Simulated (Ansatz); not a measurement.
Crystal: Bi2Te2Se.

```
Bi Te Se
1.0
     2.16097    1.24764   10.58557
    -2.16097    1.24764   10.58557
     0.00000   -2.49527   10.58557
Bi Te Se
2 2 1
Direct
  0.39172 0.39172 0.39172
  0.60828 0.60828 0.60828
  0.78040 0.78040 0.78040
  0.21960 0.21960 0.21960
  0.00000 0.00000 0.00000
```

The cell is a database's computed one.

Base run:

* Program: Ansatz 0.2.0
* Functional: PBEsol
* Potentials or basis: all-electron LAPW, scalar-relativistic
* Cutoff: 190 eV
* Density cutoff: 761 eV
* Basis error allowed: 0.002 eV/atom
* k mesh: 7 × 7 × 7
* Occupations: fermi-dirac, width 0.05 eV
* Spin: no spin polarisation

Its results: band gap on the k mesh 0.41 eV, direct; pressure -1.4 GPa; largest force 0.051 eV/Å.

Question: After a change of settings the same cell gave: band gap on the k mesh 0.52 eV, direct; pressure 4.0 GPa; largest force 0.346 eV/Å. Which change was it?
A. functional from PBEsol to BLYP
B. basis error allowed from 0.002 eV/atom to 0.001 eV/atom
C. functional from PBEsol to LDA

Answer: A.

BLYP binds less tightly than PBEsol, so the same cell stands under more pressure.

Caveats: spin-orbit coupling is left out, which as a rule narrows the gap of such compounds by several tenths of an eV.

Not every run made on this cell is shown here.
